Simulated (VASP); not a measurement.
# Ge (Cmcm) in VASP: notebook

The runs below take Ge through single point, with PBE.

Everything below comes from runs of VASP 6.6.1. Logs are shortened: lines on timing, memory, paths and dates and some standing lists are left out, and cuts for length are marked.

### 1 The crystal as given

It takes space group Cmcm (No. 63, orthorhombic). Conventional cell: a = 3.034 Å, b = 5.291 Å, c = 4.820 Å, α = 90.00°, β = 90.00°, γ = 90.00°. Ge (site symmetry m2m) is surrounded by 12 Ge at 2.98 to 3.05 Å.

This isn't the form of Ge at room conditions, which is diamond.

### 2 Single point, PBE

Input file INCAR:

```
SYSTEM = Ge
PREC = Accurate
ENCUT = 520
EDIFF = 1E-7
ISMEAR = -1
SIGMA = 0.02
LREAL = .FALSE.
LASPH = .TRUE.
NELM = 100
ALGO = Fast
ISIF = 2
LWAVE = .FALSE.
LCHARG = .FALSE.
GGA = PE
NBANDS = 21
```

Input file KPOINTS:

```
regular mesh
0
G
  13 13 7
  0 0 0
```

Input file POSCAR:

```
Ge
1.0
    1.5172378428     -2.6455787966      0.0000000000
    1.5172378428      2.6455787966      0.0000000000
    0.0000000000      0.0000000000      4.8203172867
Ge
2
Direct
    0.3334466300      0.6665533700      0.2500000000
    0.6665533700      0.3334466300      0.7500000000
```

Potentials or basis: VASP PAW PBE potentials, release 64 (Ge_d).

On the command line:

```bash
$ cat potpaw_PBE.64/Ge_d/POTCAR > POTCAR
$ mpirun -np 1 vasp_std > vasp.out
```

OUTCAR:

```text
SYSTEM = Ge
   PREC = Accurate
   ENCUT = 520
   EDIFF = 1E-7
   ISMEAR = -1
   LREAL = .FALSE.
   LASPH = .TRUE.
   NELM = 100
   ISIF = 2
   GGA = PE

 ion  position               nearest neighbor table
   1  0.333  0.667  0.250-
   2  0.667  0.333  0.750-

  LATTYP: Found a base centered orthorhombic cell.
 ALAT       =     3.0344756856
 B/A-ratio  =     1.7436809984
 C/A-ratio  =     1.5885173539

  Lattice vectors:

 A1 = (   1.5172378428,  -2.6455787966,   0.0000000000)
 A2 = (   1.5172378428,   2.6455787966,   0.0000000000)
 A3 = (   0.0000000000,   0.0000000000,   4.8203172867)

Analysis of symmetry for initial positions (statically):
=====================================================================
 Subroutine PRICEL returns:
 Original cell was already a primitive cell.

 Routine SETGRP: Setting up the symmetry group for a
 base centered orthorhombic supercell.

 Subroutine GETGRP returns: Found  8 space group operations
 (whereof  4 operations were pure point group operations)
 out of a pool of  8 trial point group operations.

The static configuration has the point symmetry C_2h.
 The point group associated with its full space group is D_2h.

Analysis of symmetry for dynamics (positions and initial velocities):
=====================================================================
 Subroutine PRICEL returns:
 Original cell was already a primitive cell.

 Routine SETGRP: Setting up the symmetry group for a
 base centered orthorhombic supercell.

 Subroutine GETGRP returns: Found  8 space group operations
 (whereof  4 operations were pure point group operations)
 out of a pool of  8 trial point group operations.

The dynamic configuration has the point symmetry C_2h.
 The point group associated with its full space group is D_2h.

 Subroutine INISYM returns: Found  8 space group operations
 (whereof  4 operations are pure point group operations),
 and found     1 'primitive' translations

----------------------------------------------------------------------------------------

                                     Primitive cell

  volume of cell :      38.6972

  direct lattice vectors                    reciprocal lattice vectors
     1.517237843 -2.645578797  0.000000000     0.329546223 -0.188994560  0.000000000
     1.517237843  2.645578797  0.000000000     0.329546223  0.188994560  0.000000000
     0.000000000  0.000000000  4.820317287     0.000000000  0.000000000  0.207455223

  length of vectors
     3.049770129  3.049770129  4.820317287     0.379894270  0.379894270  0.207455223

  position of ions in fractional coordinates (direct lattice)
     0.333446630  0.666553370  0.250000000
     0.666553370  0.333446630  0.750000000

  ion indices of the primitive-cell ions
   primitive index   ion index
                 1           1
                 2           2

----------------------------------------------------------------------------------------

 KPOINTS: regular mesh

Automatic generation of k-mesh.
 Grid dimensions read from file:
 generate k-points for:   13   13    7

 Generating k-lattice:

  Cartesian coordinates                     Fractional coordinates (reciprocal lattice)
     0.025349709 -0.014538043  0.000000000     0.076923077  0.000000000  0.000000000
     0.025349709  0.014538043  0.000000000     0.000000000  0.076923077  0.000000000
     0.000000000  0.000000000  0.029636460     0.000000000  0.000000000  0.142857143

  Length of vectors
     0.029222636  0.029222636  0.029636460

  Shift w.r.t. Gamma in fractional coordinates (k-lattice)
     0.000000000  0.000000000  0.000000000

 Subroutine IBZKPT returns following result:
 ===========================================

 Found    196 irreducible k-points:

 Following reciprocal coordinates:
            Coordinates               Weight
  0.000000  0.000000  0.000000      1.000000
  0.076923  0.000000  0.000000      4.000000
  0.153846  0.000000  0.000000      4.000000
  0.230769  0.000000  0.000000      4.000000
  0.307692  0.000000  0.000000      4.000000
  0.384615  0.000000  0.000000      4.000000
[... 16 lines left out ...]
  0.384615  0.153846  0.000000      4.000000
  0.461538  0.153846  0.000000      4.000000
 [... further k-points ...]
   k-points           NKPTS =    196   k-points in BZ     NKDIM =    196   number of bands    NBANDS=     21
   number of dos      NEDOS =    301   number of ions     NIONS =      2
   total plane-waves  NPLWV =  20736
   dimension x,y,z NGX =    24 NGY =   24 NGZ =   36
   dimension x,y,z NGXF=    48 NGYF=   48 NGZF=   72
   ions per type =               2
   NGX,Y,Z   is equivalent  to a cutoff of  13.08, 13.08, 12.42 a.u.
   NGXF,Y,Z  is equivalent  to a cutoff of  26.17, 26.17, 24.83 a.u.
 SYSTEM =  Ge
   PREC   = accura    normal or accurate (medium, high low for compatibility)
   ISTART =      0    job   : 0-new  1-cont  2-samecut
   ICHARG =      2    charge: 1-file 2-atom 10-const
   ISPIN  =      1    spin polarized calculation?
   LNONCOLLINEAR =      F non collinear calculations
   LSORBIT =      F    spin-orbit coupling
   LASPH  =      T    aspherical Exc in radial PAW
   ENCUT  =  520.0 eV  38.22 Ry    6.18 a.u.   5.67  5.67  8.96*2*pi/ulx,y,z
   NELM   =    100;   NELMIN=  2; NELMDL= -5     # of ELM steps
   EDIFF  = 0.1E-06   stopping-criterion for ELM
   LREAL  =      F    real-space projection
   EDIFFG = 0.1E-05   stopping-criterion for IOM
   NSW    =      0    number of steps for IOM
   IBRION =     -1    ionic relax: 0-MD 1-quasi-New 2-CG
   NFREE  =      0    steps in history (QN), initial steepest desc. (CG)
   ISIF   =      2    stress and relaxation
   ISYM   =      2    0-nonsym 1-usesym 2-fastsym
   POTIM  = 0.5000    time-step for ionic-motion
   TEBEG  =    0.0;   TEEND  =   0.0 temperature during run
   PSTRESS=    0.0 pullay stress
   NELECT =      28.0000    total number of electrons
   NUPDOWN=      -1.0000    fix difference up-down
   EMIN   =  10.00;   EMAX   =-10.00  energy-range for DOS
   EFERMI =   0.00;   METHOD = LEGACY
   ISMEAR =    -1;   SIGMA  =   0.02  broadening in eV -4-tet -1-fermi 0-gaus
   EFERMI_NEDOS =   21; number of points for ismear=-14 and -15
   IALGO  =     68    algorithm
   IMIX   =      4    mixing-type and parameters
     AMIX     =   0.40;   BMIX     =  1.00
     AMIX_MAG =   1.60;   BMIX_MAG =  1.00
  volume/ion in A,a.u.               =      19.35       130.57
  Fermi-wavevector in a.u.,A,eV,Ry     =   1.469719  2.777365 29.389573  2.160073
  Thomas-Fermi vector in A             =   2.585062
   LORBIT       =      0    0 simple, 1 ext, 2 COOP (PROOUT), +10 PAW based schemes
   GGA     = PE    functional components
   LHFCALC =     F    Hartree Fock is set to
   AEXX    =    0.0000 exact exchange contribution
   IVDW    =     0    specifies the selected vdW correction
   LEPSILON=     F    determine dielectric tensor
   LRPA    =     F    only Hartree local field effects (RPA)
 non-spin polarized calculation
 RMM-DIIS sequential band-by-band and
  energy-cutoff  :      520.00
  volume of cell :       38.70
 maximum number of plane-waves:      1085
   NGX = 11   NGY = 11   NGZ = 17

 number of electron      27.9999997 magnetization

 Free energy of the ion-electron system (eV)
  ---------------------------------------------------
  ext. energy  EPLUGINS =         0.00000000
  ---------------------------------------------------
  free energy    TOTEN  =        -8.36758651 eV

  energy without entropy =       -8.36567487  energy(sigma->0) =       -8.36663069

 E-fermi :   6.5962     XC(G=0): -11.1742

 val. band max:        6.5948715427   @ k =   0.2308   0.1538   0.1429
 cond. band min:       6.5984629393   @ k =   0.2308   0.1538   0.2857
 fundamental gap:      0.0035913966
 Fermi energy:         6.5961964688

 k-point     1 :       0.0000    0.0000    0.0000
  band No.  band energies     occupation
      1     -18.2108      2.00000
      2     -18.2029      2.00000
      3     -18.2027      2.00000
      4     -18.1997      2.00000
      5     -18.1954      2.00000
      6     -18.1927      2.00000
[... 13 lines left out ...]
     20      19.0743      0.00000
     21      20.1668      0.00000

 k-point     2 :       0.0769    0.0000    0.0000
  band No.  band energies     occupation
      1     -18.2115      2.00000
      2     -18.2063      2.00000
      3     -18.1979      2.00000
      4     -18.1942      2.00000
      5     -18.1921      2.00000
      6     -18.1898      2.00000
[... 13 lines left out ...]
     20      18.7290      0.00000
     21      20.2105      0.00000

 k-point     3 :       0.1538    0.0000    0.0000
  band No.  band energies     occupation
      1     -18.2197      2.00000
      2     -18.2030      2.00000
      3     -18.1927      2.00000
      4     -18.1921      2.00000
      5     -18.1905      2.00000
      6     -18.1859      2.00000
[... 13 lines left out ...]
     20      19.7139      0.00000
     21      20.0318      0.00000

 k-point     4 :       0.2308    0.0000    0.0000
  band No.  band energies     occupation
      1     -18.2303      2.00000
      2     -18.2008      2.00000
      3     -18.1997      2.00000
      4     -18.1984      2.00000
      5     -18.1852      2.00000
      6     -18.1693      2.00000
[... 13 lines left out ...]
     20      18.6308      0.00000
     21      19.9093      0.00000

 k-point     5 :       0.3077    0.0000    0.0000
  band No.  band energies     occupation
      1     -18.2407      2.00000
      2     -18.2104      2.00000
      3     -18.2045      2.00000
      4     -18.2004      2.00000
      5     -18.1763      2.00000
      6     -18.1519      2.00000
[... 13 lines left out ...]
     20      17.9749      0.00000
     21      19.3562      0.00000
[... 382 lines left out ...]
     20      17.0507      0.00000
     21      19.9648      0.00000

 k-point    22 :       0.3077    0.1538    0.0000
  band No.  band energies     occupation
      1     -18.2311      2.00000
      2     -18.2283      2.00000
      3     -18.2014      2.00000
      4     -18.1966      2.00000
      5     -18.1706      2.00000
      6     -18.1619      2.00000
[... 13 lines left out ...]
     20      16.6018      0.00000
     21      21.5470      0.00000

 k-point    23 :       0.3846    0.1538    0.0000
  band No.  band energies     occupation
      1     -18.2348      2.00000
      2     -18.2335      2.00000
      3     -18.2012      2.00000
      4     -18.1922      2.00000
      5     -18.1663      2.00000
      6     -18.1650      2.00000
[... 13 lines left out ...]
     20      16.3802      0.00000
     21      21.8584      0.00000

 k-point    24 :       0.4615    0.1538    0.0000
  band No.  band energies     occupation
      1     -18.2347      2.00000
      2     -18.2334      2.00000
      3     -18.2011      2.00000
      4     -18.1919      2.00000
      5     -18.1664      2.00000
      6     -18.1645      2.00000
[... 13 lines left out ...]
     20      16.3991      0.00000
     21      21.8754      0.00000

 [... further k-points ...]

------------------------ aborting loop because EDIFF is reached ----------------------------------------

  FORCE on cell =-STRESS in cart. coord.  units (eV):
  Direction    XX          YY          ZZ          XY          YZ          ZX
  --------------------------------------------------------------------------------------
  -------------------------------------------------------------------------------------
  Total        0.0995236      0.2365941     -0.0729495      0.0000000      0.0000000      0.0000000
  in kB        4.1205642      9.7956800     -3.0203187      0.0000000      0.0000000      0.0000000
  external PRESSURE =       3.6319752 kB  Pullay stress =       0.0000000 kB

 VOLUME and BASIS-vectors are now :
 -----------------------------------------------------------------------------
  energy-cutoff  :      520.00
  volume of cell :       38.70
      direct lattice vectors                 reciprocal lattice vectors
     1.517237843 -2.645578797  0.000000000     0.329546223 -0.188994560  0.000000000
     1.517237843  2.645578797  0.000000000     0.329546223  0.188994560  0.000000000
     0.000000000  0.000000000  4.820317287     0.000000000  0.000000000  0.207455223

 POSITION                                       TOTAL-FORCE (eV/Angst)
 -----------------------------------------------------------------------------------
      1.51724      0.88126      1.20508         0.000000     -0.003799      0.000000
      1.51724     -0.88126      3.61524         0.000000      0.003799      0.000000
 -----------------------------------------------------------------------------------
    total drift:                                0.000000     -0.000000      0.000000

  FREE ENERGIE OF THE ION-ELECTRON SYSTEM (eV)
  ---------------------------------------------------
  free  energy   TOTEN  =        -8.3675865091 eV

  energy  without entropy=       -8.3656748687  energy(sigma->0) =       -8.36663069
```

Wall time 48 s (1 thread of Intel Xeon 6975P-C (Granite Rapids), shared host); peak memory 0.24 GiB.

What came out:

```yaml
Free_energy: -8.3676 eV
Pressure: 0.4 GPa
Largest_force: 0.004 eV/Å
Band_gap_on_the_k_mesh: none (metal or under the smearing width)
```

Forces on the atoms (eV/Å):
```
Ge   0.000 -0.004  0.000
Ge   0.000  0.004  0.000
```

### 3 Single point, PBE

This run uses another cell than the first one, of 18.80 Å³/atom, 0.972 times its volume.

Input file INCAR:

```
  ALGO = Fast
  EDIFF = 1E-7
  ENCUT = 520
  GGA = PE
  ISIF = 2
  ISMEAR = -1
  LASPH = T
  LCHARG = T
  LELF = T
  LREAL = F
  LVHAR = T
  LWAVE = F
  NBANDS = 21
  NELM = 100
  PREC = Accurate
  SIGMA = 0.02
```

Input file KPOINTS:

```
k-points
0
Gamma
  13 13 7
```

Input file POSCAR:

```
Ge
1.0
    1.5027870805     -2.6203812770      0.0000000000
    1.5027870805      2.6203812770      0.0000000000
    0.0000000000      0.0000000000      4.7744067134
Ge
2
Direct
    0.3334466300      0.6665533700      0.2500000000
    0.6665533700      0.3334466300      0.7500000000
```

Potentials or basis: VASP PAW PBE potentials, release 64 (Ge_d).

On the command line:

```bash
$ cat potpaw_PBE.64/Ge_d/POTCAR > POTCAR
$ mpirun -np 1 vasp_std > vasp.out
```

Run time: 48 s. Hardware: 1 thread of Intel Xeon 6975P-C (Granite Rapids), shared host; peak memory 0.23 GiB.

The run converged. Its results:

```
Free energy            : -8.3600 eV
Pressure               : 2.4 GPa
Largest force          : 0.005 eV/Å
Band gap on the k mesh : none (metal or under the smearing width)
```

Forces on the atoms (eV/Å):
```
Ge   0.000 -0.005  0.000
Ge   0.000  0.005  0.000
```

Stress tensor (GPa, compression positive):
```
2.45 0.00 0.00
0.00 2.96 0.00
0.00 0.00 1.65
```

Levels at points of the mesh, in eV from the Fermi level:
```tsv
k point	band 10	band 11	band 12	band 13	band 14	band 15	band 16	band 17	band 18	band 19
(0.00, 0.00, 0.00)	-24.72	-13.28	-7.59	-5.52	6.26	6.37	8.29	8.40	9.62	10.99
```
